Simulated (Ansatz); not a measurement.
## Cold compression of Na (sc type)

```
Na
1.0
     3.41783    0.00000    0.00000
     0.00000    3.41783    0.00000
     0.00000    0.00000    3.41783
Na
1
Cartesian
  0.0000 0.0000 0.0000
```

The cell comes from a relaxation on PAW files under the same functional, begun from a prototype that needn't be the stable phase.

Its volume is scaled at fixed shape and fractional positions.

All numbers are PBE results (scalar-relativistic) from Ansatz 0.2.0, with a Γ-centred 12×12×12 k mesh, Fermi–Dirac smearing of 0.05 eV, no spin polarisation. Methods: LAPW: all electrons, basis error target 1 meV/atom; PAW: frozen-core files, cutoff 420 eV; crystal datasets: all electrons, by PAW datasets that the program makes for each cell; norm-conserving: pseudopotentials, cutoff 1197 eV; PAW (cutoff 800 eV): frozen-core files, cutoff 800 eV.

Energies are extrapolated to zero smearing and count from the unscaled cell; pressure is positive in compression; gaps take the mesh and a band path. No temperature or zero-point motion is included.

The structure type is held throughout; the real material can change phase at far lower pressure.

```json
{"V/V0": "1.00", "V (Å³/atom)": "39.93", "P LAPW (GPa)": "-0.02", "ΔE LAPW (eV/atom)": "0.000", "P PAW − LAPW (GPa)": "-0.01", "ΔE PAW − LAPW (meV/atom)": "0.0"}
{"V/V0": "0.95", "V (Å³/atom)": "37.93", "P LAPW (GPa)": "0.32", "ΔE LAPW (eV/atom)": "0.002", "P PAW − LAPW (GPa)": "-0.01", "ΔE PAW − LAPW (meV/atom)": "-0.1"}
{"V/V0": "0.85", "V (Å³/atom)": "33.94", "P LAPW (GPa)": "1.32", "ΔE LAPW (eV/atom)": "0.021", "P PAW − LAPW (GPa)": "-0.01", "ΔE PAW − LAPW (meV/atom)": "-0.3"}
{"V/V0": "0.75", "V (Å³/atom)": "29.94", "P LAPW (GPa)": "2.96", "ΔE LAPW (eV/atom)": "0.073", "P PAW − LAPW (GPa)": "-0.02", "ΔE PAW − LAPW (meV/atom)": "-0.6"}
{"V/V0": "0.65", "V (Å³/atom)": "25.95", "P LAPW (GPa)": "5.81", "ΔE LAPW (eV/atom)": "0.178", "P PAW − LAPW (GPa)": "-0.02", "ΔE PAW − LAPW (meV/atom)": "-1.0"}
{"V/V0": "0.55", "V (Å³/atom)": "21.96", "P LAPW (GPa)": "?", "ΔE LAPW (eV/atom)": "?", "P PAW − LAPW (GPa)": "?", "ΔE PAW − LAPW (meV/atom)": "?"}
{"V/V0": "0.45", "V (Å³/atom)": "17.97", "P LAPW (GPa)": "21.6", "ΔE LAPW (eV/atom)": "0.771", "P PAW − LAPW (GPa)": "0.00", "ΔE PAW − LAPW (meV/atom)": "-1.5"}
{"V/V0": "0.40", "V (Å³/atom)": "15.97", "P LAPW (GPa)": "31.0", "ΔE LAPW (eV/atom)": "1.094", "P PAW − LAPW (GPa)": "0.03", "ΔE PAW − LAPW (meV/atom)": "-1.3"}
```

Task: Fit the Vinet equation to the LAPW pressures shown (residuals weighted by 1/(|P| + 0.03·Pmax)), and predict the pressure of the withheld row.

Result: The fit gives V0 = 39.84 Å³/atom, B0 = 5.74 GPa and B0′ = 4.31. At 21.96 Å³/atom, x = (V/V0)^(1/3) = 0.8199, and P = 3·B0·(1 − x)/x²·exp[1.5·(B0′ − 1)·(1 − x)] = 11.28 GPa. The run itself gave 11.04 GPa (+2.2 % off) and ΔE = 0.381 eV/atom.

Task: At the smallest volume, how far do crystal datasets and norm-conserving and PAW (cutoff 800 eV) lie from LAPW in pressure?

Result: crystal datasets: -0.01 GPa; norm-conserving: +0.01 GPa; PAW (cutoff 800 eV): +0.02 GPa, on a LAPW pressure of 31.0 GPa.
